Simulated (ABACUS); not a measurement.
The system is CuI (Marshite).

```
I Cu
1.0
     4.28719    0.00000    0.00000
     2.14359    3.71281    0.00000
     2.14359    1.23760    3.50047
I Cu
1 1
Direct
  0.00000 0.00000 0.00000
  0.75000 0.75000 0.75000
```

```yaml
Program: ABACUS 3.10.1
Task: relaxation of cell and atoms
Functional: SCAN
Potentials_or_basis: SG15 ONCV 1.2 PBE
Cutoff: 1442 eV
Density_cutoff: 5769 eV
Basis: plane waves
k_mesh: 5 × 5 × 5
Occupations: fermi-dirac, width 0.05 eV
Spin: no spin polarisation
```

At the start: pressure -1.6 GPa; volume 27.86 Å³/atom.

Question: Where does the relaxation end?

Answer: Over 3 steps the energy falls by 5.6 meV/atom and the volume is 26.78 Å³/atom (-3.9 %); space group F-43m (No. 216, to 0.05 Å).

Step by step:
```csv
step,energy change (eV),largest force (eV/Å),pressure (GPa),volume (Å³)
1,0.0000,0.0000,-1.62,55.72
2,-0.0112,0.0000,0.14,53.40
3,-0.0113,0.0000,-0.01,53.56
```

Final structure:
```cif
data_structure
_symmetry_space_group_name_H-M 'P 1'
_symmetry_Int_Tables_number 1
_cell_length_a 4.2312
_cell_length_b 4.2312
_cell_length_c 4.2312
_cell_angle_alpha 60.000
_cell_angle_beta 60.000
_cell_angle_gamma 60.000
_cell_volume 53.56
loop_
_atom_site_label
_atom_site_type_symbol
_atom_site_fract_x
_atom_site_fract_y
_atom_site_fract_z
_atom_site_occupancy
I1 I 0.00000 0.00000 0.00000 1
Cu1 Cu 0.75000 0.75000 0.75000 1
```

Caveat: the potentials were made for another functional, which shifts forces and pressure.
